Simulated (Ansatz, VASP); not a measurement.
## Two plane-wave programs on Sn

```xyz
3
Lattice="4.3327 0.0000 0.0000 -2.1664 3.7523 0.0000 0.0000 0.0000 5.2580" Properties=species:S:1:pos:R:3 pbc="T T T"
Sn    1.4444    0.0000    1.7527
Sn   -0.7222    1.2509    3.5053
Sn    1.4442    2.5014    0.0000
```

Alike in both runs: functional r2SCAN; k mesh 6 × 6 × 4; occupations gaussian, width 0.1 eV; no spin polarisation.

Ansatz relaxed the structure, and its values are those at the end. VASP's run is a single point on that final structure, the one shown.

|  | VASP | Ansatz |
| --- | --- | --- |
| version | VASP 6.6.1 | Ansatz 0.2.0 |
| potentials or method | VASP PAW PBE potentials, release 64 (Sn_d) | scalar-relativistic, plane waves, PAW |
| plane-wave cutoff (eV) | 520 | 500 |
| valence electrons in the cell | 42 | 42 |

|  | VASP | Ansatz | Ansatz less VASP |
| --- | --- | --- | --- |
| gap on the k mesh at the Fermi level (eV) | none | none | - |
| pressure (GPa) | 0.0 | 0.0 | +0.03 |

A gap of «none» marks a metal or a gap that the smearing closes. The functional is the same, so the differences come from potentials, cutoffs and numerics.

Caveats: the PAW data sets were made with another functional, which shifts forces and pressure a little (VASP).
